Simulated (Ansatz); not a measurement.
Write the native input for Ansatz 0.2.0 that does the following.

```yaml
Task: single point
Functional: PBE
Potentials_or_basis: Ansatz PAW
Cutoff: "420 eV (not typed: the program's choice for these potentials)"
k_mesh: 8 × 8 × 8
Occupations: gaussian, width 0.012 eV
Spin: no spin polarisation
```

CuI (Marshite):

```
CELL_PARAMETERS angstrom
0.00000 3.03150 3.03150
3.03150 0.00000 3.03150
3.03150 3.03150 0.00000
ATOMIC_POSITIONS crystal
I 0.00000 0.00000 0.00000
Cu 0.75000 0.75000 0.75000
```

These files were run (other wordings do the same):

input.yaml

```yaml
crystal:
  lattice:
    - [0.0, 3.0315, 3.0315]
    - [3.0315, 0.0, 3.0315]
    - [3.0315, 3.0315, 0.0]
  atoms:
    - { symbol: I, position: [0.0, 0.0, 0.0] }
    - { symbol: Cu, position: [0.75, 0.75, 0.75] }
hamiltonian:
  xc: pbe
  pseudopotentials: { kind: paw }
kpoints:
  mp_grid: { grid: [8, 8, 8] }
scf:
  occupations: { method: gaussian, width: 0.012 }
output:
  forces: true
  stress: true
  eigenvalues: true
```

Potentials or basis: Ansatz PAW.

Command:

```console
$ ansatz run input.yaml --threads 2 --pin off --max-ram 5632MiB --backend cpu --events-out ev --progress --plain --runs-dir out
```

Results of the run:

| Item | Value |
| --- | --- |
| Pressure | 0.3 GPa |
| Band gap on the k mesh | 1.12 eV, direct |

Caveat: spin-orbit coupling is left out, which moves the levels of the heavy elements.

Run time: 7.5 s on 2 threads of Intel(R) Xeon(R) Processor @ 2.50GHz (Skylake/Cascade Lake), with other jobs on the host, peak memory 0.37 GiB.
